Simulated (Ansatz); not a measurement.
Crystal: ZrSe2.

```xyz
3
Lattice="3.7980 0.0000 0.0000 -1.8990 3.2892 0.0000 0.0000 0.0000 6.1920" Properties=species:S:1:pos:R:3 pbc="T T T"
Zr    0.0000    0.0000    0.0000
Se    1.8990    1.0964    4.6440
Se    0.0000    2.1928    1.5480
```

Program: Ansatz 0.2.0. Alike in all runs: task band structure; potentials or basis Ansatz PAW; no spin polarisation; cell as given; k mesh 8 × 8 × 5.

Question: Order these runs on this cell by their pressure, lowest first.
A. level revPBE; cutoff (eV) 420; smearing fermi-dirac 0.05 eV
B. level r2SCAN+rVV10; cutoff (eV) 500; smearing gaussian 0.1 eV
C. level BLYP; cutoff (eV) 420; smearing fermi-dirac 0.05 eV

Answer: B (0.5 GPa), A (3.4 GPa), C (5.6 GPa).

Caveats: the PAW data sets come from PBE, with cores solved anew for the run's functional, which leaves a small shift of forces and pressure; this functional lacks dispersion, which binds the layers, so the pressure and a relaxed spacing across them are unreliable (some runs).

Runs at the PBE level aren't shown here.
